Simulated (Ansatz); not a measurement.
Space group P6_3/mmc (No. 194). a = 2.465 Å, b = 2.465 Å, c = 6.738 Å, α = 90.00°, β = 90.00°, γ = 120.00°
| atom | site | symmetry | x | y | z |
| --- | --- | --- | --- | --- | --- |
| C | 2b | -6m2 | 0.0000 | 0.0000 | 0.7500 |
| C | 2d | -6m2 | 0.3333 | 0.6667 | 0.7500 |

Equation of state of this C structure (not necessarily the ground state), with shape and atoms relaxed at each volume where symmetry leaves them free. It has no gap at any of these volumes. These are results of DFT PBE+D3(BJ), scalar-relativistic, plane waves, PAW in Ansatz, not measurements.

Cutoff 420 eV; k points 18×18×6 on the computed 4-atom cell (Γ-centred); Gaussian smearing, width 0.10 eV; no spin polarisation.

```tsv
V (Å³/atom)	E − E(largest V) (meV/atom)	P (GPa)
7.801	15.02	7.91
8.067	4.47	4.93
8.333	-1.79	2.72
8.599	-4.88	1.12
8.865	-5.76	0.00
9.130	-5.07	-0.78
9.396	-3.33	-1.29
9.751	0.00	-1.68
```

Fit a third-order Birch–Murnaghan equation to E(V).

V0 = 8.86 Å³/atom, B0 = 32 GPa, B0' = 11.7. B0' is unusual or poorly fixed by this range.